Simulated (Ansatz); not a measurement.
# BeS (F-43m) in Ansatz: further runs

One crystal, BeS, is run at these levels: PBEsol; tasks: band structure.

Everything below comes from runs of Ansatz 0.2.0. Logs are shortened: lines on timing, memory, paths and dates and some standing lists are left out, and cuts for length are marked.

## (1) The structure

Symmetry: F-43m, No. 216, cubic system. Conventional cell: a = 4.850 Å, b = 4.850 Å, c = 4.850 Å, α = 90.00°, β = 90.00°, γ = 90.00°. S (site symmetry -43m) has 4 Be at 2.10 Å as nearest neighbours. Be (site symmetry -43m) is surrounded by 4 S at 2.10 Å.

## (2) Band structure, PBEsol

File input.yaml:

```yaml
crystal:
  lattice:
    - [0.0, 2.425, 2.425]
    - [2.425, 0.0, 2.425]
    - [2.425, 2.425, 0.0]
  atoms:
    - { symbol: S, position: [0.75, 0.75, 0.75] }
    - { symbol: Be, position: [0.0, 0.0, 0.0] }
kpoints:
  mp_grid: { grid: [9, 9, 9] }
  band_path:
    path:
      - [0.0, 0.0, 0.0]
      - [0.5, 0.0, 0.5]
      - [0.5, 0.25, 0.75]
      - [0.375, 0.375, 0.75]
      - [0.0, 0.0, 0.0]
      - [0.5, 0.5, 0.5]
      - [0.625, 0.25, 0.625]
      - [0.5, 0.25, 0.75]
    npoints: 12
scf:
  occupations: { method: fermi_dirac, width: 0.05 }
hamiltonian:
  xc: pbesol
  pseudopotentials: { kind: all_electron, lapw: { basis_error: 0.001 } }
output:
  forces: true
  stress: true
  eigenvalues: true
```

Potentials or basis: all-electron LAPW, scalar-relativistic.

Command:

```bash
$ ansatz run input.yaml --threads 1 --pin off --max-ram 3072MiB --backend cpu --events-out ev --progress --plain --runs-dir out
```

What it wrote:

```text
Warning: RAYON_NUM_THREADS=1 ignored (pool sized by the plan → 1); use --threads N
LAPW: plane waves up to 7.684 Å⁻¹, error target 1.0e-3 eV per atom; small_component_spin mean_spin; Be in spheres of 0.953 Å, 4 of its electrons in bands, Dirac shells []; S in spheres of 1.147 Å, 14 of its electrons in bands, Dirac shells [] (how accurate: hamiltonian.pseudopotentials.lapw.basis_error, Limitations)
Engine: ansatz 0.2.0, aarch64-unknown-linux-gnu
Pseudopotentials: kind: all_electron
Pseudopotential: S, LAPW, valence charge 14, lapw/all_electron/scalar/gaussian/S, Koelling and Harmon's equation, gaussian nucleus
Pseudopotential: Be, LAPW, valence charge 4, lapw/all_electron/scalar/gaussian/Be, Koelling and Harmon's equation, gaussian nucleus
Functional definition: PBEsol
  exchange = pbesol_x
  correlation = pbesol_c
Crystal: 2 atoms, lattice volume = 28.521 Å³
Basis set: ecut = 224.9475542884322 eV, 229 PW (Γ), exchange–correlation at level 2
Bands: 13, of which v1, the nominal top of the filled ones, is band 9 counted from 1 (8 counted from 0)
Symmetry: 24 space group operations
Space group: F-43m (ITA 216), of the structure as read, at distance tolerance 3.1e-5 Å
k-points: 35 of 729 (time reversal used)
Non-local potential: S, projectors of the file, none
Non-local potential: Be, projectors of the file, none
Initial density: superposition of atomic densities (chi_scale 0.1, normalization cell, long waves kept (reshape's long-wave potential 0.00 eV rms))
Initial wavefunctions: plane waves of lowest kinetic energy (no species holds an atomic orbital)
Functional: x = pbesol(κ = 0.804, μ = 0.12345679012345678), c = pbesol(β = 0.046)
iter 1 solved again at ethr=3.00e-3 eV; its pass at ethr=1.00e-1 eV (dr2=5.41e-1 eV) is discarded
SCF iter   1: F=—  HF=-11247.397764 eV  |F-HF|=—  |Δ(HF+E_count)|=         —  Δρ=4.13e-2  dr2=5.41e-1  ethr=3.00e-3  ⟨swp⟩=2.0  Hψ=3420  notcnv=0
preconditioner: auto → none  [insulator: Δε(μ)=3.398 eV  Ē_g=12.853 eV  σ=0.050 eV  W_gap=1.00  n_scr=8 (ndim 8)  ℏωp=19.7 eV  f_vac=0.000  D(μ)=0.00/eV (n_scr^D=0)  ε∞_Penn≈3.3]
SCF iter   2: F=—  HF=-11247.238997 eV  |F-HF|=—  |Δ(HF+E_count)|=   1.59e-1  Δρ=1.62e-2  dr2=7.35e-2  ethr=3.00e-3  ⟨swp⟩=2.0  Hψ=1356  notcnv=0
iter 3 solved again at ethr=2.30e-5 eV; its pass at ethr=4.08e-4 eV (dr2=4.14e-3 eV) is discarded
SCF iter   3: F=—  HF=-11247.222395 eV  |F-HF|=—  |Δ(HF+E_count)|=   1.66e-2  Δρ=3.25e-3  dr2=4.14e-3  ethr=2.30e-5  ⟨swp⟩=2.0  Hψ=2286  notcnv=0
SCF iter   4: F=—  HF=-11247.221551 eV  |F-HF|=—  |Δ(HF+E_count)|=         —  Δρ=6.88e-4  dr2=1.23e-4  ethr=2.30e-5  ⟨swp⟩=2.0  Hψ=1216  notcnv=0
the basis was enlarged: its passes take 41.2 KiB over the memory plan, 1 of 1 planned eigensolver slots
SCF iter   5: F=—  HF=-11247.221603 eV  |F-HF|=—  |Δ(HF+E_count)|=   5.21e-5  Δρ=3.91e-5  dr2=3.17e-7  ethr=6.84e-7  ⟨swp⟩=2.0  Hψ=1219  notcnv=0
SCF iter   6: F=-11247.221603 eV  HF=-11247.221603 eV  |F-HF|=3.92e-9  |Δ(HF+E_count)|=   4.36e-8  Δρ=3.94e-6  dr2=2.92e-9  ethr=1.76e-9  ⟨swp⟩=3.0  Hψ=1303  notcnv=0
SCF 1 converged in 6 iterations: F = -11247.221603 eV  dr2 = 2.92e-9
NSCF: frozen V_eff on 85 k-points
SCF converged after 6 iterations
Free energy (F): -11247.221603 eV
Harris-Foulkes:  -11247.221603 eV  (|F-HF|=3.92e-9)
Internal energy: -11247.221603 eV  (E = F + TS)
E sigma→0 (E₀):  -11247.221603 eV
Fermi energy:    7.535540 eV
--- Per-component energies (eV) ---
  E_band       = -1430.425176
  E_kinetic    = 11288.918075
  E_xc         = -757.370460
  E_electrostatic = -21778.769218  (all electrons and nuclei)
  E_smearing   = -0.000000  (= −TS)
  E_closure    = 0.000000  (closes the sum)
  E_atoms      = -11236.685828  (free atoms, spherical and without spin; not in F)
  Σ components = -11247.221603   (vs F -11247.221603, Δ=0.00e0)
  Basis errors (estimates in eV, not in F): energy 6.2e-4 per atom: plane waves 5.8e-4 (3.4e-4 summed), levels above the bands 9.5e-80, relativity 3.4e-8, radial functions 4.6e-5, core shells 1.6e-13; eigenvalues (radial functions only) 3.2e-6; not estimated: angular momenta, meshes, grids; target (lapw.basis_error) 1.0e-3; muffin-tin radii Be 0.953 Å, S 1.147 Å
--- Forces (eV/Å), atoms counted from 1 ---
  atom   1  S      0.00000000     0.00000000     0.00000000
  atom   2  Be    -0.00000000     0.00000000     0.00000000
  max |Σ_I F_I| component: 2.78e-17 eV/Å
--- Stress (GPa, compression-positive) ---
       -0.754352      -0.000000      -0.000000
       -0.000000      -0.754352       0.000000
       -0.000000       0.000000      -0.754352
  P = ⅓ Tr σ = -0.7544 GPa (-7.544 kbar)
--- Band table (eV; the first three rows and the last of 35) ---
  k-point 0: bands = ["-197.8357", "-142.8795", "-142.8795", "-142.8795", "-92.1588", "-7.6773", "6.0341", "6.0341", "6.0341", "11.6197", "11.6197", "11.6197", "11.7411"]
  k-point 1: bands = ["-197.8357", "-142.8795", "-142.8795", "-142.8795", "-92.1587", "-7.5354", "5.0294", "5.8710", "5.8710", "11.5212", "11.9108", "11.9108", "12.8509"]
  k-point 2: bands = ["-197.8357", "-142.8795", "-142.8795", "-142.8795", "-92.1587", "-7.1358", "3.1545", "5.5213", "5.5213", "11.4777", "12.4303", "12.4303", "14.7253"]
  k-point 34: bands = ["-197.8357", "-142.8795", "-142.8795", "-142.8795", "-92.1587", "-5.4949", "1.5575", "2.2099", "2.9624", "12.1438", "13.4573", "14.2928", "15.8795"]
```

Wall time 10 s (1 thread of Arm Neoverse N1, shared host); peak memory 0.21 GiB.

What came out:

```
Free energy             : -11247.2216 eV
Pressure                : -0.8 GPa
Band gap on the k mesh  : 3.02 eV, indirect (least direct gap 5.59 eV)
Band gap along the path : 2.93 eV, indirect (least direct gap 5.53 eV)
```

Levels at the corners of the path, in eV from the valence-band top:
```tsv
point	band 6	band 7	band 8	band 9	band 10	band 11	band 12	band 13
Γ	-13.71	0.00	0.00	0.00	5.59	5.59	5.59	5.71
X	-11.53	-5.06	-2.67	-2.67	2.93	4.79	12.69	12.69
W	-11.47	-4.28	-3.93	-3.40	6.31	7.94	8.33	8.78
K	-11.54	-4.59	-4.16	-2.21	4.20	7.38	10.46	11.26
Γ	-13.71	0.00	0.00	0.00	5.59	5.59	5.59	5.71
L	-12.08	-5.86	-1.04	-1.04	5.36	6.45	6.45	10.99
U	-11.54	-4.59	-4.16	-2.21	4.20	7.38	10.46	11.26
W	-11.47	-4.28	-3.93	-3.40	6.31	7.94	8.33	8.78
```

Caveat: the mesh misses the band edges, which the band path finds closer together.

## (3) Band structure, PBEsol

Changes to input.yaml since step 2:

```diff
@@ -25,3 +25,6 @@
   xc: pbesol
-  pseudopotentials: { kind: all_electron, lapw: { basis_error: 0.001 } }
+  pseudopotentials:
+    kind: all_electron
+    lapw: { basis_error: 0.001 }
+    relativity: none
 output:
```

Potentials or basis: all-electron LAPW, non-relativistic.

Command:

```bash
$ ansatz run input.yaml --threads 1 --pin off --max-ram 3072MiB --backend cpu --events-out ev --progress --plain --runs-dir out
```

What it wrote:

```text
Warning: RAYON_NUM_THREADS=1 ignored (pool sized by the plan → 1); use --threads N
LAPW: plane waves up to 7.684 Å⁻¹, error target 1.0e-3 eV per atom; Be in spheres of 0.953 Å, 4 of its electrons in bands, Dirac shells []; S in spheres of 1.147 Å, 14 of its electrons in bands, Dirac shells [] (how accurate: hamiltonian.pseudopotentials.lapw.basis_error, Limitations)
[... 2 set-up lines as earlier in the session ...]
Pseudopotential: S, LAPW, valence charge 14, lapw/all_electron/none/S, Schrödinger's equation, point nucleus
Pseudopotential: Be, LAPW, valence charge 4, lapw/all_electron/none/Be, Schrödinger's equation, point nucleus
[... 3 set-up lines as earlier in the session ...]
Crystal: 2 atoms, lattice volume = 28.521 Å³
Basis set: ecut = 224.96172072141786 eV, 229 PW (Γ), exchange–correlation at level 2
Bands: 13, of which v1, the nominal top of the filled ones, is band 9 counted from 1 (8 counted from 0)
[... 2 set-up lines as earlier in the session ...]
k-points: 35 of 729 (time reversal used)
[... 5 set-up lines as earlier in the session ...]
iter 1 solved again at ethr=3.02e-3 eV; its pass at ethr=1.00e-1 eV (dr2=5.43e-1 eV) is discarded
SCF iter   1: F=—  HF=-11216.694416 eV  |F-HF|=—  |Δ(HF+E_count)|=         —  Δρ=4.14e-2  dr2=5.44e-1  ethr=3.02e-3  ⟨swp⟩=2.0  Hψ=3420  notcnv=0
preconditioner: auto → none  [insulator: Δε(μ)=3.419 eV  Ē_g=12.834 eV  σ=0.050 eV  W_gap=1.00  n_scr=8 (ndim 8)  ℏωp=19.7 eV  f_vac=0.000  D(μ)=0.00/eV (n_scr^D=0)  ε∞_Penn≈3.3]
SCF iter   2: F=—  HF=-11216.534536 eV  |F-HF|=—  |Δ(HF+E_count)|=   1.60e-1  Δρ=1.62e-2  dr2=7.39e-2  ethr=3.02e-3  ⟨swp⟩=2.0  Hψ=1356  notcnv=0
iter 3 solved again at ethr=2.29e-5 eV; its pass at ethr=4.10e-4 eV (dr2=4.12e-3 eV) is discarded
SCF iter   3: F=—  HF=-11216.517827 eV  |F-HF|=—  |Δ(HF+E_count)|=   1.67e-2  Δρ=3.24e-3  dr2=4.12e-3  ethr=2.29e-5  ⟨swp⟩=2.0  Hψ=2287  notcnv=0
SCF iter   4: F=—  HF=-11216.516992 eV  |F-HF|=—  |Δ(HF+E_count)|=         —  Δρ=6.90e-4  dr2=1.24e-4  ethr=2.29e-5  ⟨swp⟩=2.0  Hψ=1219  notcnv=0
the basis was enlarged: its passes take 38.4 KiB over the memory plan, 1 of 1 planned eigensolver slots
SCF iter   5: F=—  HF=-11216.517045 eV  |F-HF|=—  |Δ(HF+E_count)|=   5.29e-5  Δρ=3.93e-5  dr2=3.20e-7  ethr=6.87e-7  ⟨swp⟩=2.0  Hψ=1219  notcnv=0
SCF iter   6: F=-11216.517045 eV  HF=-11216.517045 eV  |F-HF|=3.92e-9  |Δ(HF+E_count)|=   4.07e-8  Δρ=3.96e-6  dr2=2.95e-9  ethr=1.78e-9  ⟨swp⟩=3.0  Hψ=1302  notcnv=0
SCF 1 converged in 6 iterations: F = -11216.517045 eV  dr2 = 2.95e-9
NSCF: frozen V_eff on 85 k-points
SCF converged after 6 iterations
Free energy (F): -11216.517045 eV
Harris-Foulkes:  -11216.517045 eV  (|F-HF|=3.92e-9)
Internal energy: -11216.517045 eV  (E = F + TS)
E sigma→0 (E₀):  -11216.517045 eV
Fermi energy:    7.548671 eV
--- Per-component energies (eV) ---
  E_band       = -1427.526575
  E_kinetic    = 11196.464759
  E_xc         = -755.005835
  E_electrostatic = -21657.975969  (all electrons and nuclei)
  E_smearing   = -0.000000  (= −TS)
  E_closure    = 0.000000  (closes the sum)
  E_atoms      = -11205.956677  (free atoms, spherical and without spin; not in F)
  Σ components = -11216.517045   (vs F -11216.517045, Δ=0.00e0)
  Basis errors (estimates in eV, not in F): energy 6.2e-4 per atom: plane waves 5.8e-4 (3.4e-4 summed), levels above the bands 1.1e-79, relativity 0.0e0, radial functions 4.7e-5, core shells 1.7e-13; eigenvalues (radial functions only) 3.2e-6; not estimated: angular momenta, meshes, grids; target (lapw.basis_error) 1.0e-3; muffin-tin radii Be 0.953 Å, S 1.147 Å
--- Forces (eV/Å), atoms counted from 1 ---
  atom   1  S      0.00000000    -0.00000000     0.00000000
  atom   2  Be    -0.00000000     0.00000000     0.00000000
  max |Σ_I F_I| component: 1.27e-17 eV/Å
--- Stress (GPa, compression-positive) ---
       -0.710490      -0.000000      -0.000000
       -0.000000      -0.710490       0.000000
       -0.000000       0.000000      -0.710490
  P = ⅓ Tr σ = -0.7105 GPa (-7.105 kbar)
--- Band table (eV; the first three rows and the last of 35) ---
  k-point 0: bands = ["-196.5658", "-142.8743", "-142.8743", "-142.8743", "-92.1212", "-7.5879", "6.0369", "6.0369", "6.0369", "11.6215", "11.6215", "11.6215", "11.8502"]
  k-point 1: bands = ["-196.5658", "-142.8743", "-142.8743", "-142.8743", "-92.1212", "-7.4449", "5.0399", "5.8738", "5.8738", "11.5609", "11.9127", "11.9127", "12.9114"]
  k-point 2: bands = ["-196.5658", "-142.8743", "-142.8743", "-142.8743", "-92.1212", "-7.0417", "3.1697", "5.5242", "5.5242", "11.5206", "12.4321", "12.4321", "14.7671"]
  k-point 34: bands = ["-196.5658", "-142.8743", "-142.8743", "-142.8743", "-92.1211", "-5.3761", "1.5630", "2.2136", "2.9660", "12.1511", "13.4641", "14.3116", "15.8887"]
```

bands.tsv:

```text
# k_distance	band_0	band_1	band_2	band_3	band_4	band_5	band_6	band_7	band_8	band_9	band_10	band_11	band_12
# fermi_ev = 7.548671
# lock_threshold_ev = 1e-6
# [0, 0, 0] at k_distance = 0.000000
# [0.5, 0, 0.5] at k_distance = 1.295502
[... 12 lines left out ...]
0.323876	-204.114457	-150.422971	-150.422968	-150.422968	-99.669889	-14.896292	-2.481979	-2.108935	-2.108935	3.605669	5.028865	5.028865	5.411427
0.431834	-204.114457	-150.422971	-150.422969	-150.422969	-99.669885	-14.715560	-3.052666	-2.455327	-2.455327	3.372770	5.651115	5.651115	5.677682
0.539793	-204.114457	-150.422972	-150.422969	-150.422969	-99.669876	-14.491789	-3.655216	-2.808353	-2.808353	3.109826	5.469208	6.355394	6.355394
[... 77 lines left out ...]
6.110497	-204.114457	-150.422969	-150.422969	-150.422967	-99.669811	-12.870836	-5.801849	-5.437597	-4.890682	4.756179	6.341559	6.919846	7.340103
6.148667	-204.114456	-150.422968	-150.422967	-150.422962	-99.669788	-12.869140	-5.786460	-5.440096	-4.914239	4.800526	6.419669	6.848547	7.272615
```

Run time: 10 s. Hardware: 1 thread of Arm Neoverse N1, shared host; peak memory 0.21 GiB.

Results:

| Item | Value |
| --- | --- |
| Free energy | -11216.5170 eV |
| Pressure | -0.7 GPa |
| Band gap on the k mesh | 3.04 eV, indirect (least direct gap 5.58 eV) |
| Band gap along the path | 2.95 eV, indirect (least direct gap 5.55 eV) |

Levels at the corners of the path, in eV from the valence-band top:
| point | band 7 | band 8 | band 9 | band 10 | band 11 | band 12 |
| --- | --- | --- | --- | --- | --- | --- |
| Γ | 0.00 | 0.00 | 0.00 | 5.58 | 5.58 | 5.58 |
| X | -5.06 | -2.67 | -2.67 | 2.95 | 4.78 | 12.69 |
| W | -4.27 | -3.93 | -3.40 | 6.31 | 7.93 | 8.36 |
| K | -4.59 | -4.16 | -2.21 | 4.22 | 7.38 | 10.46 |
| Γ | 0.00 | 0.00 | 0.00 | 5.58 | 5.58 | 5.58 |
| L | -5.86 | -1.04 | -1.04 | 5.40 | 6.45 | 6.45 |
| U | -4.59 | -4.16 | -2.21 | 4.22 | 7.38 | 10.46 |
| W | -4.27 | -3.93 | -3.40 | 6.31 | 7.93 | 8.36 |

Caveat: the mesh misses the band edges, which the band path finds closer together. A hybrid or GW would open this gap; PBEsol tends to underestimate it.

## (4) Band structure, PBEsol

Changes to input.yaml since step 3:

```diff
@@ -25,6 +25,3 @@
   xc: pbesol
-  pseudopotentials:
-    kind: all_electron
-    lapw: { basis_error: 0.001 }
-    relativity: none
+  pseudopotentials: { kind: all_electron, datasets: crystal }
 output:
```

Potentials or basis: all-electron PAW datasets made for the crystal.

Command:

```bash
$ ansatz run input.yaml --threads 1 --pin off --max-ram 3072MiB --backend cpu --events-out ev --progress --plain --runs-dir out
```

Wall time 13 s (1 thread of Arm Neoverse N1, shared host); peak memory 0.35 GiB.

It converged, with:

- Free energy: -11247.2226 eV
- Pressure: -0.8 GPa
- Band gap on the k mesh: 3.02 eV, indirect (least direct gap 5.59 eV)
- Band gap along the path: 2.93 eV, indirect (least direct gap 5.53 eV)

Levels at the corners of the path, in eV from the valence-band top:
| point | band 1 | band 2 | band 3 | band 4 | band 5 | band 6 | band 7 | band 8 |
| --- | --- | --- | --- | --- | --- | --- | --- | --- |
| Γ | -13.71 | 0.00 | 0.00 | 0.00 | 5.59 | 5.59 | 5.59 | 5.71 |
| X | -11.53 | -5.06 | -2.67 | -2.67 | 2.93 | 4.79 | 12.69 | 12.69 |
| W | -11.47 | -4.28 | -3.93 | -3.40 | 6.31 | 7.93 | 8.33 | 8.78 |
| K | -11.54 | -4.59 | -4.16 | -2.21 | 4.20 | 7.38 | 10.46 | 11.26 |
| Γ | -13.71 | 0.00 | 0.00 | 0.00 | 5.59 | 5.59 | 5.59 | 5.71 |
| L | -12.08 | -5.86 | -1.04 | -1.04 | 5.36 | 6.45 | 6.45 | 10.99 |
| U | -11.54 | -4.59 | -4.16 | -2.21 | 4.20 | 7.38 | 10.46 | 11.26 |
| W | -11.47 | -4.28 | -3.93 | -3.40 | 6.31 | 7.93 | 8.33 | 8.78 |

Caveat: the mesh misses the band edges, which the band path finds closer together.

## (5) The runs side by side

```csv
potentials or basis,cutoff (eV),basis error allowed,gap on the mesh (eV),pressure (GPa)
"all-electron LAPW, scalar-relativistic",225,0.001 eV/atom,3.02,-0.8
"all-electron LAPW, non-relativistic",225,0.001 eV/atom,3.04,-0.7
all-electron PAW datasets made for the crystal,280,-,3.02,-0.8
```

Alike in all rows: task band structure; level PBEsol; no spin polarisation; cell as given; k mesh 9 × 9 × 9; smearing fermi-dirac 0.05 eV.

Caveats: the mesh misses the band edges, which the band path finds closer together.

Compare energies only between runs with the same functional and basis.
